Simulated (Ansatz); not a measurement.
The elements of this relaxed trial crystal are hidden behind letters.

```
lattice vectors (Å)
   3.5804    0.0000    0.0000
  -1.7902    3.1007    0.0000
   0.0000    0.0000    7.4485
fractional positions
X 0.0000 0.0000 0.5000
Z 0.6667 0.3333 0.8511
Z 0.3333 0.6667 0.1489
Q 0.0000 0.0000 0.7851
Q 0.3333 0.6667 0.3913
Q 0.6667 0.3333 0.0815
Q 0.6667 0.3333 0.6087
Q 0.0000 0.0000 0.2149
Q 0.3333 0.6667 0.9185
```

Level of theory: Ansatz, DFT PBE, scalar-relativistic, plane waves, PAW. Cutoff 420 eV, Γ-centred 12×12×4 mesh (9-atom cell), Gaussian smearing of 0.02 eV, no spin polarisation.

- Space group: P-3m1 (No. 164)
- Conventional cell: a = 3.580 Å, c = 7.448 Å
- Volume per atom: 9.19 Å³
- Density: 4.89 g/cm³
- Formation energy: −2.090 eV/atom
- Gap on the 12×12×4 mesh of the 9-atom cell: 1.71 eV

Energies are uncorrected and count from the elements' standard states at the same level.

Task: X is a d-block element of period 5, Z is a p-block element of period 3 and Q is a p-block element of period 2. Which elements are they?

Result: X = Zr, Z = Si, Q = O, so the formula is ZrSi2O6. Density times volume gives a mean mass of 4.89 × 9.19/1.6605 = 27.1 u per atom, and this set has 27.0 u. Around Zr lie 8 O at 2.12–2.22 Å; Si has 2 O at 1.72–1.81 Å and 6 O at 2.12–2.13 Å; around O on its first site lie 1 Zr at 2.12 Å, 3 Si at 2.12 Å, 3 O at 2.29 Å and 3 O at 2.45 Å; 2 more sites not described. Other sets within the hints have nearly the same mass, so mass alone doesn't settle it; this one was computed.

Kohn–Sham gaps at this level usually fall short of measured ones. Symmetry constrained the relaxation, so the result can be a saddle point. Another cell of ZrSi2O6 relaxed alike, in C2, lies 0.83 eV/atom lower, so this cell isn't the stable form at this level.
